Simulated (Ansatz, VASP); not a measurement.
## Ge: VASP beside Ansatz

```
Ge
1.0
     0.00000    2.17475    2.17475
     2.17475    0.00000    2.17475
     2.17475    2.17475    0.00000
Ge
2
Direct
  0.87500 0.87500 0.87500
  0.12500 0.12500 0.12500
```

Change from the starting cell: volume scaled by 0.45, LAPW.

Alike in both runs: task single point; functional PBEsol; k mesh 13 × 13 × 13; occupations fermi-dirac, width 0.05 eV; no spin polarisation.

```csv
,VASP,Ansatz
version,VASP 6.6.1,Ansatz 0.2.0
potentials or method,"VASP PAW PBE potentials, release 64 (Ge_d), cutoff 520 eV","all-electron LAPW, scalar-relativistic"
```

Ansatz gave:

```
pressure (GPa) : 314.4
```

Problem. Which values does VASP return?

Solution. Pressure (GPa): 331.3.

Ansatz ran all-electron here, so the differences hold the error of VASP's frozen core and of both bases.

Caveats: the cell as given lies far from equilibrium; so large a pressure means that the cell lies far from this level's equilibrium, or that cutoff or potentials fall short (VASP); the potentials were made for another functional, which shifts forces and pressure (VASP).
